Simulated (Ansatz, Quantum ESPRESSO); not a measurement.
## Moving the pressure in AuAl

The cell as given:

```
Au Al
1.0
     3.22394    0.00000    0.00000
     0.00000    3.22394    0.00000
     0.00000    0.00000    3.22394
Au Al
1 1
Direct
  0.50000 0.50000 0.50000
  0.00000 0.00000 0.00000
```

The cell comes from a database or a generator and needn't be the stable form of this composition.

Kept alike: task relaxation of cell and atoms; functional PBEsol; k mesh 8 × 8 × 8; occupations fermi-dirac, width 0.05 eV; no spin polarisation. Program: Quantum ESPRESSO, GBRV 1.5 PBEsol, cutoff 707 eV. The mesh is that of the run's cell of 2 atoms. No spin-orbit coupling.

| pressure, P (GPa) | volume (Å³/atom) |
| --- | --- |
| 0 | 15.992 |
| 2 | 15.752 |
| 5 | 15.430 |
| 10 | 14.972 |
| 20 | 14.257 |

The relaxations keep at least the cell's symmetry (Pm-3m). For a metal such a mesh leaves the last digits unconverged. Runs of this series that gave no sound value for these columns are left out. The runs follow the start's structure, whether or not it is the stable one at these pressures. P is the pressure aimed at, which the runs meet within some hundredths to tenths of a GPa.

The volume falls from 15.992 to 14.257 Å³/atom between 0 and 20 GPa. The volume falls ever more slowly, since the solid stiffens under load. At the pressures aimed at, which the runs meet within some tenths of a GPa, the step from 0 to 5 GPa gives a mean bulk modulus near 140 GPa, the last step 204 GPa. A twin series (Ansatz, all-electron LAPW, scalar-relativistic) moves it by -1.7369 between 0 and 20, against -1.7350 Å³/atom here.
